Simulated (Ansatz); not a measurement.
## Si in Ansatz: the effect of functional

The system is Si.

```
Si
1.0
     0.00000    2.72185    2.72185
     2.72185    0.00000    2.72185
     2.72185    2.72185    0.00000
Si
2
Direct
  0.50000 0.50000 0.50000
  0.75000 0.75000 0.75000
```

Alike in all runs:

| Quantity | Value |
| --- | --- |
| Program | Ansatz 0.2.0 |
| Task | single point |
| Potentials or basis | all-electron PAW datasets made for the crystal |
| k mesh | 4 × 4 × 4 |
| Occupations | fermi-dirac, width 0.05 eV |
| Spin | no spin polarisation |

```csv
functional,cutoff,gap on the mesh (eV),pressure (GPa)
PBE,180 eV (chosen from the basis error),?,?
HSE06,200 eV (chosen from the basis error),1.33,0.4
PBE0,200 eV (chosen from the basis error),2.01,0.2
```

**Question.** What does the run with functional PBE give?

**Answer.** gap on the mesh 0.71 eV; pressure 1.9 GPa.

Caveats: all runs use coarse meshes.

A k mesh can miss the band edges.
